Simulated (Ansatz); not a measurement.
The system is PbS (Galena).

```
CELL_PARAMETERS angstrom
0.00000 2.96575 2.96575
2.96575 0.00000 2.96575
2.96575 2.96575 0.00000
ATOMIC_POSITIONS crystal
Pb 0.00000 0.00000 0.00000
S 0.50000 0.50000 0.50000
```

Program: Ansatz 0.2.0. Alike in all runs: task single point; potentials or basis all-electron PAW datasets made for the crystal; no spin polarisation; cell as given; k mesh 6 × 6 × 6; smearing fermi-dirac 0.05 eV.

Q: Order these runs on this cell by their band gap on the k mesh, lowest first.
A. level PBE; cutoff (eV) 260
B. level PBE0; cutoff (eV) 290
C. level HSE06; cutoff (eV) 290

A: A (0.36 eV), C (0.78 eV), B (1.36 eV).

Caveats: spin-orbit coupling is left out, which as a rule narrows the gap of such compounds by several tenths of an eV.

A k mesh can miss the band edges.
